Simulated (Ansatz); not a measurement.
Molecular dynamics on a 2×2×2 supercell (16 atoms) of LiBr (rocksalt), relaxed with r2SCAN. Forces come from PBEsol in Ansatz 0.2.0: a Langevin thermostat at fixed volume, 1300 K, steps of 1 fs. Classical nuclei, no spin polarisation; a few dozen steps show the first response, not equilibrium.

```yaml
crystal:
  lattice:
    - [0.0, 5.4791300935, 5.4791300935]
    - [5.4791300935, 0.0, 5.4791300935]
    - [5.4791300935, 5.4791300935, 0.0]
  atoms:
    - { symbol: Li, position: [0.0, 0.0, 0.0] }
    - { symbol: Br, position: [0.25, 0.25, 0.25] }
    - { symbol: Li, position: [0.0, 0.0, 0.5] }
    - { symbol: Br, position: [0.25, 0.25, 0.75] }
    - { symbol: Li, position: [0.0, 0.5, 0.0] }
    - { symbol: Br, position: [0.25, 0.75, 0.25] }
    - { symbol: Li, position: [0.0, 0.5, 0.5] }
    - { symbol: Br, position: [0.25, 0.75, 0.75] }
    - { symbol: Li, position: [0.5, 0.0, 0.0] }
    - { symbol: Br, position: [0.75, 0.25, 0.25] }
    - { symbol: Li, position: [0.5, 0.0, 0.5] }
    - { symbol: Br, position: [0.75, 0.25, 0.75] }
    - { symbol: Li, position: [0.5, 0.5, 0.0] }
    - { symbol: Br, position: [0.75, 0.75, 0.25] }
    - { symbol: Li, position: [0.5, 0.5, 0.5] }
    - { symbol: Br, position: [0.75, 0.75, 0.75] }
kpoints:
  mp_grid: { grid: [2, 2, 2] }
hamiltonian:
  xc: pbesol
scf:
  occupations: { method: fermi_dirac, width: 0.112 }
md:
  ensemble: nvt_langevin
  temperature: 1300
  timestep: 1.0
  n_steps: 40
  initial_velocities: maxwell_boltzmann
  seed: 2234
```

Run as `ansatz run input.yaml --threads 4 --pin off --max-ram 3686MiB --backend cpu --events-out ev --progress --plain --runs-dir out`.

Q: What wall time did it need on 4 threads of Arm Neoverse V2 (shared host), load about 0.6 per core, and what peak of host memory did it reach?

A: About 59 s, with a peak of 0.87 GiB.

```tsv
step	t (fs)	T (K)	free energy F from step 0 (meV/atom)	kinetic energy (meV/atom)	largest force (eV/Å)
0	0	1219	0.0	157.5	0.00
1	1	1260	0.1	162.9	0.04
2	2	1301	0.6	168.2	0.08
3	3	1327	1.3	171.5	0.12
4	4	1379	2.4	178.3	0.17
5	5	1355	3.8	175.1	0.21
6	6	1358	5.4	175.5	0.25
7	7	1311	7.3	169.4	0.29
8	8	1380	9.6	178.3	0.33
9	9	1451	12.2	187.5	0.37
10	10	1416	15.1	183.1	0.42
11	11	1392	18.3	179.9	0.47
12	12	1420	21.7	183.5	0.53
13	13	1434	25.2	185.4	0.59
14	14	1378	29.0	178.1	0.65
15	15	1325	33.1	171.2	0.70
16	16	1255	37.4	162.2	0.77
17	17	1242	41.7	160.5	0.83
18	18	1242	45.9	160.5	0.90
19	19	1235	50.2	159.6	0.95
20	20	1167	54.6	150.9	1.01
21	21	1180	59.0	152.5	1.07
22	22	1189	63.3	153.7	1.13
23	23	1102	67.1	142.4	1.18
24	24	1128	70.7	145.8	1.23
25	25	1062	74.3	137.3	1.28
26	26	1054	77.6	136.3	1.32
27	27	991	80.9	128.1	1.34
28	28	1016	84.1	131.3	1.36
29	29	997	87.3	128.8	1.38
30	30	1008	90.5	130.3	1.38
31	31	954	93.0	123.3	1.36
32	32	940	94.9	121.5	1.33
33	33	955	96.5	123.4	1.29
34	34	1025	97.7	132.5	1.24
35	35	1080	98.6	139.6	1.19
36	36	1041	99.8	134.6	1.14
37	37	1050	100.8	135.7	1.08
38	38	1121	101.4	144.9	1.02
39	39	1110	101.9	143.4	1.02
40	40	1133	102.5	146.5	1.03
```

The temperature starts at 1219 K, is lowest at step 32 (940 K, 32 fs) and ends at 1133 K. By the last step the atoms have moved 0.45 Å in the root mean square, the drift of the whole cell taken out, 1.01 Å at most.

Positions (Å) and forces (eV/Å) at step 40:
```
Li   0.599  -0.863  -0.308    -0.071   0.593   0.231
Br   2.654   2.804   2.612     0.067  -0.222   0.261
Li   2.743   3.181  -0.224     0.228  -0.273   0.615
Br   5.618   5.336   2.927    -0.847  -0.056  -0.587
Li   2.414  -0.175   3.124     0.631   0.329  -0.169
Br   5.532   2.837   5.472    -0.049  -0.344  -0.063
Li   5.919   2.414   3.080    -0.275   0.620  -0.390
Br   7.949   5.587   5.630     0.365   0.353  -0.225
Li   0.065   2.376   2.293     0.128  -0.154   0.788
Br   2.882   5.442   5.492    -0.728   0.005   0.129
Li   2.539   5.330   2.543     0.376  -0.053   0.298
Br   5.283   7.990   5.316     0.148  -0.207   0.373
Li   3.045   2.990   5.335    -0.224  -0.415  -0.150
Br   5.639   5.600   8.490    -0.601  -0.492  -0.326
Li   5.177   5.235   5.607     0.748   0.501  -0.061
Br   8.338   8.318   8.373     0.104  -0.185  -0.723
```
